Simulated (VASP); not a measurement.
# Ag (Fm-3m) in VASP: settings compared, part 2 of 2

VASP 6.6.1. Earlier steps stand in the parts before.

## 3. Relaxation of the atoms, PBE (a relaxed cell with its volume scaled by 1.06)

The input, INCAR:

```
SYSTEM = Ag
PREC = Accurate
ENCUT = 300
EDIFF = 1E-7
ISMEAR = 1
SIGMA = 0.1
LREAL = .FALSE.
LASPH = .TRUE.
NELM = 80
ALGO = Normal
ISIF = 2
LWAVE = .FALSE.
LCHARG = .FALSE.
GGA = PE
IBRION = 2
NSW = 40
EDIFFG = -0.01
```

The input, KPOINTS:

```
regular mesh
0
G
  8 8 8
  0 0 0
```

The input, POSCAR:

```
Ag                                      
1.0
    0.0000000000      2.1167099453      2.1167099453
    2.1167099453      0.0000000000      2.1167099453
    2.1167099453      2.1167099453      0.0000000000
  Ag            
     1
Direct
     1.0000000000000000    0.0000000000000000    1.0000000000000000
```

Potentials or basis: VASP PAW PBE potentials, release 64 (Ag).

Started as:

```bash
$ cat potpaw_PBE.64/Ag/POTCAR > POTCAR
$ mpirun -np 1 vasp_std > vasp.out
```

OUTCAR:

```text
SYSTEM = Ag
   PREC = Accurate
   ENCUT = 300
   EDIFF = 1E-7
   ISMEAR = 1
   LREAL = .FALSE.
   LASPH = .TRUE.
   NELM = 80
   ISIF = 2
   GGA = PE
   IBRION = 2
   NSW = 40
   EDIFFG = -0.01

 ion  position               nearest neighbor table
   1  0.000  0.000  0.000-

  LATTYP: Found a face centered cubic cell.
 ALAT       =     4.2334198906

  Lattice vectors:

 A1 = (   0.0000000000,   2.1167099453,   2.1167099453)
 A2 = (   2.1167099453,   0.0000000000,   2.1167099453)
 A3 = (   2.1167099453,   2.1167099453,   0.0000000000)

Analysis of symmetry for initial positions (statically):
=====================================================================
 Subroutine PRICEL returns:
 Original cell was already a primitive cell.

 Routine SETGRP: Setting up the symmetry group for a
 face centered cubic supercell.

 Subroutine GETGRP returns: Found 48 space group operations
 (whereof 48 operations were pure point group operations)
 out of a pool of 48 trial point group operations.

The static configuration has the point symmetry O_h .

Analysis of symmetry for dynamics (positions and initial velocities):
=====================================================================
 Subroutine PRICEL returns:
 Original cell was already a primitive cell.

 Routine SETGRP: Setting up the symmetry group for a
 face centered cubic supercell.

 Subroutine GETGRP returns: Found 48 space group operations
 (whereof 48 operations were pure point group operations)
 out of a pool of 48 trial point group operations.

The dynamic configuration has the point symmetry O_h .

 Subroutine INISYM returns: Found 48 space group operations
 (whereof 48 operations are pure point group operations),
 and found     1 'primitive' translations

[... 114 lines left out ...]
  Fermi-wavevector in a.u.,A,eV,Ry     =   1.365215  2.579882 25.358701  1.863812
  Thomas-Fermi vector in A             =   2.491463
   LORBIT       =      0    0 simple, 1 ext, 2 COOP (PROOUT), +10 PAW based schemes
   GGA     = PE    functional components
   LHFCALC =     F    Hartree Fock is set to
   AEXX    =    0.0000 exact exchange contribution
   IVDW    =     0    specifies the selected vdW correction
   LEPSILON=     F    determine dielectric tensor
   LRPA    =     F    only Hartree local field effects (RPA)
 conjugate gradient relaxation of ions
 non-spin polarized calculation
 Methfessel and Paxton  Order N= 1 SIGMA  =   0.10
  energy-cutoff  :      300.00
  volume of cell :       18.97
 maximum number of plane-waves:       229
 NGX is ok and might be reduce to    18
   NGX =  9   NGY =  9   NGZ =  9

 number of electron      10.9999997 magnetization

 Free energy of the ion-electron system (eV)
  ---------------------------------------------------
  ext. energy  EPLUGINS =         0.00000000
  ---------------------------------------------------
  free energy    TOTEN  =        -2.68580615 eV

  energy without entropy =       -2.68576646  energy(sigma->0) =       -2.68579292

 E-fermi :   6.7909     XC(G=0): -11.5817

 val. band max:        6.7273028284   @ k =   0.5000   0.2500   0.1250
 cond. band min:       6.9206462001   @ k =   0.5000   0.0000   0.0000
 fundamental gap:      0.1933433718
 Fermi energy:         6.7909183514

 k-point     1 :       0.0000    0.0000    0.0000
  band No.  band energies     occupation
      1       0.0169      2.00000
      2       2.6122      2.00000
      3       2.6122      2.00000
      4       2.6122      2.00000
      5       3.4687      2.00000
      6       3.4687      2.00000
      7      22.7984      0.00000
      8      25.7408      0.00000
      9      25.7408      0.00000
[... 265 lines left out ...]
 k-point    24 :      -0.3750    0.2500    0.1250
  band No.  band energies     occupation
      1       1.8498      2.00000
      2       2.2547      2.00000
      3       3.0111      2.00000
      4       3.1208      2.00000
      5       4.0703      2.00000
      6       9.2413      0.00000
      7      10.4937      0.00000
      8      18.5390      0.00000
      9      18.9019      0.00000

 [... further k-points ...]

------------------------ aborting loop because EDIFF is reached ----------------------------------------

  FORCE on cell =-STRESS in cart. coord.  units (eV):
  Direction    XX          YY          ZZ          XY          YZ          ZX
  --------------------------------------------------------------------------------------
  -------------------------------------------------------------------------------------
  Total       -0.4919738     -0.4919738     -0.4919738     -0.0000000      0.0000000      0.0000000
  in kB      -41.5564543    -41.5564543    -41.5564543     -0.0000000      0.0000000      0.0000000
  external PRESSURE =     -41.5564543 kB  Pullay stress =       0.0000000 kB

 VOLUME and BASIS-vectors are now :
 -----------------------------------------------------------------------------
  energy-cutoff  :      300.00
  volume of cell :       18.97
      direct lattice vectors                 reciprocal lattice vectors
     0.000000000  2.116709945  2.116709945    -0.236215643  0.236215643  0.236215643
     2.116709945  0.000000000  2.116709945     0.236215643 -0.236215643  0.236215643
     2.116709945  2.116709945  0.000000000     0.236215643  0.236215643 -0.236215643

 POSITION                                       TOTAL-FORCE (eV/Angst)
 -----------------------------------------------------------------------------------
      0.00000      0.00000      0.00000         0.000000      0.000000      0.000000
 -----------------------------------------------------------------------------------
    total drift:                                0.000000     -0.000000     -0.000000

  FREE ENERGIE OF THE ION-ELECTRON SYSTEM (eV)
  ---------------------------------------------------
  free  energy   TOTEN  =        -2.6858061456 eV

  energy  without entropy=       -2.6857664617  energy(sigma->0) =       -2.68579292

 reached required accuracy - stopping structural energy minimisation
```

OSZICAR:

```text
N       E                     dE             d eps       ncg     rms          rms(c)
DAV:   1     0.205643912567E+02    0.20564E+02   -0.42907E+03   667   0.695E+02
DAV:   2    -0.277272425648E+01   -0.23337E+02   -0.21819E+02   542   0.138E+02
DAV:   3    -0.289712704646E+01   -0.12440E+00   -0.12439E+00   625   0.122E+01
DAV:   4    -0.289736947669E+01   -0.24243E-03   -0.24243E-03   599   0.504E-01
DAV:   5    -0.289737127749E+01   -0.18008E-05   -0.18008E-05   634   0.392E-02    0.401E+00
DAV:   6    -0.269275435458E+01    0.20462E+00   -0.10557E+00   530   0.108E+01    0.284E+00
DAV:   7    -0.268795042668E+01    0.48039E-02   -0.31159E-03   573   0.555E-01    0.163E+00
DAV:   8    -0.268578989531E+01    0.21605E-02   -0.58809E-04   552   0.221E-01    0.401E-02
DAV:   9    -0.268580273234E+01   -0.12837E-04   -0.13537E-05   597   0.360E-02    0.116E-02
DAV:  10    -0.268580618094E+01   -0.34486E-05   -0.29473E-06   567   0.189E-02    0.143E-03
DAV:  11    -0.268580614556E+01    0.35380E-07   -0.53690E-08   324   0.255E-03
   1 F= -.26858061E+01 E0= -.26857929E+01  d E =-.268581E+01
```

It took 2.5 s on 1 thread of Intel Xeon Platinum 8488C (Sapphire Rapids), shared host; peak memory 0.11 GiB.

Results:

| Property | Result |
| --- | --- |
| Free energy | -2.6858 eV |
| Pressure after relaxing | -4.2 GPa |
| Band gap on the k mesh | none (metal or under the smearing width) |

Final structure:
```yaml
crystal:
  lattice:
    - [0.00000, 2.11671, 2.11671]
    - [2.11671, 0.00000, 2.11671]
    - [2.11671, 2.11671, 0.00000]
  atoms:
    - { symbol: Ag, position: [0.00000, 0.00000, 0.00000] }
```

Levels at points of the mesh, in eV from the Fermi level:
| k point | band 4 | band 5 | band 6 | band 7 | band 8 | band 9 |
| --- | --- | --- | --- | --- | --- | --- |
| (0.00, 0.00, 0.00) | -4.18 | -3.32 | -3.32 | 16.01 | 18.95 | 18.95 |
| (0.50, 0.00, 0.00) | -2.66 | -2.66 | 0.13 | 3.30 | 15.23 | 17.02 |
| (0.50, 0.50, 0.00) | -2.49 | -2.49 | 1.95 | 6.20 | 10.37 | 10.37 |

Caveat: the cutoff is under 1.25 times the usual one of these potentials, so pressure, stress and relaxed cells hold a basis-set (Pulay) error; the relaxation stopped at its first step, so nothing moved.

## 4. Relaxation of cell and atoms, PBEsol

The input, INCAR:

```
ALGO = Normal
EDIFF = 1E-6
EDIFFG = -0.01
ENCUT = 600
GGA = PS
IBRION = 2
ISIF = 3
ISMEAR = 1
KPAR = 2
LASPH = T
LCHARG = F
LREAL = F
LWAVE = F
NELM = 80
NSW = 90
PREC = Accurate
SIGMA = 0.1
```

The input, KPOINTS:

```
k-points
0
Gamma
  16 16 16
```

The input, POSCAR:

```
Ag
1.0
    0.0000000000      2.0427500000      2.0427500000
    2.0427500000      0.0000000000      2.0427500000
    2.0427500000      2.0427500000      0.0000000000
Ag
1
Direct
    0.0000000000      0.0000000000      0.0000000000
```

Potentials or basis: VASP PAW PBE potentials, release 64 (Ag).

Started as:

```bash
$ cat potpaw_PBE.64/Ag/POTCAR > POTCAR
$ mpirun -np 2 vasp_std > vasp.out
```

OUTCAR:

```text
EDIFF = 1E-6
   EDIFFG = -0.01
   ENCUT = 600
   GGA = PS
   IBRION = 2
   ISIF = 3
   ISMEAR = 1
   LASPH = T
   LREAL = F
   NELM = 80
   NSW = 90
   PREC = Accurate

 ion  position               nearest neighbor table
   1  0.000  0.000  0.000-

  LATTYP: Found a face centered cubic cell.
 ALAT       =     4.0855000000

  Lattice vectors:

 A1 = (   0.0000000000,   2.0427500000,   2.0427500000)
 A2 = (   2.0427500000,   0.0000000000,   2.0427500000)
 A3 = (   2.0427500000,   2.0427500000,   0.0000000000)

Analysis of symmetry for initial positions (statically):
=====================================================================
 Subroutine PRICEL returns:
 Original cell was already a primitive cell.

 Routine SETGRP: Setting up the symmetry group for a
 face centered cubic supercell.

[... 253 lines left out ...]

 k-point     1 :       0.0000    0.0000    0.0000
  band No.  band energies     occupation
      1       0.5673      2.00000
      2       3.7225      2.00000
      3       3.7225      2.00000
      4       3.7225      2.00000
      5       4.8171      2.00000
      6       4.8171      2.00000
      7      24.6235      0.00000
      8      28.3459      0.00000
      9      28.3459      0.00000
[... 265 lines left out ...]
 k-point    24 :      -0.0625    0.0625    0.0000
  band No.  band energies     occupation
      1       0.8952      2.00000
      2       3.6303      2.00000
      3       3.8067      2.00000
      4       3.8360      2.00000
      5       4.7324      2.00000
      6       4.8381      2.00000
      7      24.6576      0.00000
      8      26.3562      0.00000
      9      27.7665      0.00000

 [... further k-points ...]

------------------------ aborting loop because EDIFF is reached ----------------------------------------

  FORCE on cell =-STRESS in cart. coord.  units (eV):
  Direction    XX          YY          ZZ          XY          YZ          ZX
  --------------------------------------------------------------------------------------
  -------------------------------------------------------------------------------------
  Total       -0.0006960     -0.0006960     -0.0006960      0.0000000     -0.0000000     -0.0000000
  in kB       -0.0670654     -0.0670654     -0.0670654      0.0000000     -0.0000000     -0.0000000
  external PRESSURE =      -0.0670654 kB  Pullay stress =       0.0000000 kB
[... 16 lines left out ...]
  FREE ENERGIE OF THE ION-ELECTRON SYSTEM (eV)
  ---------------------------------------------------
  free  energy   TOTEN  =        -3.3105434410 eV

  energy  without entropy=       -3.3098078641  energy(sigma->0) =       -3.31029825

 reached required accuracy - stopping structural energy minimisation
```

OSZICAR:

```text
N       E                     dE             d eps       ncg     rms          rms(c)
DAV:   1     0.496729252195E+02    0.49673E+02   -0.62142E+03  2650   0.125E+03
DAV:   2    -0.323639499993E+01   -0.52909E+02   -0.50794E+02  2674   0.222E+02
DAV:   3    -0.365674873183E+01   -0.42035E+00   -0.42022E+00  3086   0.246E+01
[... 20 lines left out ...]
DAV:   2    -0.331211695055E+01    0.48686E-01   -0.20966E-01  2640   0.504E+00    0.478E-01
DAV:   3    -0.331085843816E+01    0.12585E-02   -0.31646E-03  2678   0.568E-01    0.316E-01
DAV:   4    -0.331054153421E+01    0.31690E-03   -0.43300E-04  2776   0.208E-01    0.125E-02
DAV:   5    -0.331054281030E+01   -0.12761E-05   -0.14871E-05  2756   0.385E-02    0.562E-03
DAV:   6    -0.331054344102E+01   -0.63071E-06   -0.97146E-07  2487   0.118E-02
   3 F= -.33105434E+01 E0= -.33102982E+01  d E =-.378370E-02
```

CONTCAR:

```text
Ag
   1.00000000000000
    -0.0000000000000000    2.0257627203384860    2.0257627203384860
     2.0257627203384860    0.0000000000000000    2.0257627203384860
     2.0257627203384860    2.0257627203384860   -0.0000000000000000
  Ag
     1
Direct
     0.0000000000000000    0.0000000000000000    0.0000000000000000

  0.00000000E+00  0.00000000E+00  0.00000000E+00
```

Run time: 15 s. Hardware: 2 MPI ranks of AMD EPYC 9R45 (Zen 5), shared host; peak memory 0.14 GiB.

What came out:

```yaml
Free_energy: -3.3105 eV
Relaxed_volume: 16.63 Å³/atom
Relaxed_cell: a = 2.865 Å, b = 2.865 Å, c = 2.865 Å, α = 60.00°, β = 60.00°, γ = 60.00°
Space_group_after_relaxing_to_0.05_Å: Fm-3m (No. 225)
Energy_gained_by_relaxing: 3.8 meV/atom
Ionic_steps: 3
Pressure_after_relaxing: 0.0 GPa
Band_gap_on_the_k_mesh: none (metal or under the smearing width)
```

Step by step:
| step | energy change (eV) | largest force (eV/Å) | pressure (GPa) | volume (Å³) |
| --- | --- | --- | --- | --- |
| 1 | 0.0000 | 0.0000 | -2.79 | 17.05 |
| 2 | -0.0017 | 0.0000 | 2.30 | 16.33 |
| 3 | -0.0038 | 0.0000 | -0.01 | 16.63 |

Final structure:
```xyz
1
Lattice="0.0000 2.0258 2.0258 2.0258 0.0000 2.0258 2.0258 2.0258 0.0000" Properties=species:S:1:pos:R:3 pbc="T T T"
Ag    0.0000    0.0000    0.0000
```

Caveat: the PAW data sets were made with another functional, which shifts forces and pressure a little.

## 5. Relaxation of cell and atoms, PBEsol

This run uses another cell than the first one, of 16.63 Å³/atom, 0.975 times its volume.

Changes to INCAR since step 4:

```diff
@@ -1,4 +1,4 @@
 ALGO = Normal
-EDIFF = 1E-6
-EDIFFG = -0.01
+EDIFF = 1E-7
+EDIFFG = -0.005
 ENCUT = 600
```

KPOINTS is that of step 4.

The input, POSCAR:

```
Ag                                      
1.0
   -0.0000000000      2.0257627203      2.0257627203
    2.0257627203      0.0000000000      2.0257627203
    2.0257627203      2.0257627203     -0.0000000000
  Ag            
     1
Direct
     0.0000000000000000    0.0000000000000000    0.0000000000000000
```

Started as:

```bash
$ cat potpaw_PBE.64/Ag/POTCAR > POTCAR
$ mpirun -np 2 vasp_std > vasp.out
```

Wall time 7.2 s (2 MPI ranks of AMD EPYC 9R45 (Zen 5), shared host); peak memory 0.13 GiB.

The run converged. Its results:

```yaml
Free_energy: -3.3103 eV
Pressure_after_relaxing: 0.0 GPa
Band_gap_on_the_k_mesh: none (metal or under the smearing width)
```

Final structure:
```
CELL_PARAMETERS angstrom
0.00000 2.02576 2.02576
2.02576 0.00000 2.02576
2.02576 2.02576 0.00000
ATOMIC_POSITIONS crystal
Ag 0.00000 0.00000 0.00000
```

Levels at points of the mesh, in eV from the Fermi level:
```csv
k point,band 3,band 4,band 5,band 6,band 7,band 8,band 9
"(0.00, 0.00, 0.00)",-4.80,-4.80,-3.70,-3.70,16.10,19.82,19.82
"(0.50, 0.00, 0.00)",-4.82,-2.87,-2.87,-0.46,3.79,15.34,18.14
"(0.50, 0.50, 0.00)",-2.90,-2.65,-2.65,1.58,6.98,10.79,10.79
```

Caveat: the relaxation stopped at its first step, so nothing moved; the PAW data sets were made with another functional, which shifts forces and pressure a little.

## 6. Summary

```csv
task,level,cell,k mesh,cutoff (eV),gap on the mesh (eV),pressure (GPa)
relaxation of the atoms,PBE,atoms relaxed from: a relaxed cell with its volume scaled by 1.04,8 × 8 × 8,300,none,-2.8
relaxation of the atoms,PBE,atoms relaxed from: a relaxed cell with its volume scaled by 1.06,8 × 8 × 8,300,none,-4.2
relaxation of cell and atoms,PBEsol,relaxed,16 × 16 × 16,600,none,0.0
```

Alike in all rows: potentials or basis VASP PAW PBE potentials, release 64 (Ag); no spin polarisation; smearing methfessel-paxton 0.1 eV.

Caveats: the relaxation stopped at its first step, so nothing moved; the cutoff is under 1.25 times the usual one of these potentials, so pressure, stress and relaxed cells hold a basis-set (Pulay) error (some runs); the PAW data sets were made with another functional, which shifts forces and pressure a little (some runs).

Absolute energies hang on the potentials; compare differences alone.
